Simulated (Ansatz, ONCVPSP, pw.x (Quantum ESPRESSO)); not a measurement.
## Which H potential is closest to all-electron in the bcc crystal?

All use PBE, scalar-relativistic, no spin, cutoffs from each file’s atomic test, pw.x 7.5; 18³ k-points, Fermi–Dirac smearing 0.01 Ry. Δ is the rms difference from all-electron LAPW of the E(V) curves that follow from fits to the pressures, over ±6 % in volume. Mesh and smearing are coarse and serve the comparison alone. The files are a selection: those with a ghost or negative overlap were mostly not run, and those with noisy or unconverged pressures or nearly equal Δ are left out.

All-electron: a0 = 1.811 Å (V0 = 2.97 Å³/atom), B0 = 107.8 GPa.

(1) Rank them by Δ, smallest first.
A. optimised norm-conserving Vanderbilt (ONCV), ONCVPSP 4.0.1.1 (patched build), PBE; core none, reference 1s1; waves: 1s: rc 1.45 bohr, ncon 4, nbas 8, qcut 10.4 1/bohr, 1 projector; p scattering state at 0.03 Ha: rc 1.55 bohr, ncon 3, nbas 7, qcut 5.9 1/bohr, 3 projectors, debl 1.9 Ha; local part: polynomial inside 1.25 bohr (lpopt 4, dvloc0 2 Ha); core correction: none.
B. optimised norm-conserving Vanderbilt (ONCV), ONCVPSP 4.0.1.1 (patched build), PBE; core none, reference 1s1; waves: 1s: rc 0.75 bohr, ncon 3, nbas 7, qcut 7.5 1/bohr, 2 projectors, debl 0.5 Ha; p scattering state at 0.04 Ha: rc 0.70 bohr, ncon 3, nbas 6, qcut 12.3 1/bohr, 1 projector; local part: polynomial inside 0.60 bohr (lpopt 4, dvloc0 0 Ha); core correction: none.
C. optimised norm-conserving Vanderbilt (ONCV), ONCVPSP 4.0.1.1 (patched build), PBE; core none, reference 1s1; waves: 1s: rc 0.95 bohr, ncon 4, nbas 8, qcut 7.3 1/bohr, 3 projectors, debl 1.1 Ha; p scattering state at 0.09 Ha: rc 1.00 bohr, ncon 3, nbas 6, qcut 7 1/bohr, 1 projector; local part: polynomial inside 0.65 bohr (lpopt 5, dvloc0 2 Ha); core correction: none.

Answers

(1) C (0.4 meV/atom), B (0.8 meV/atom), A (2.3 meV/atom).
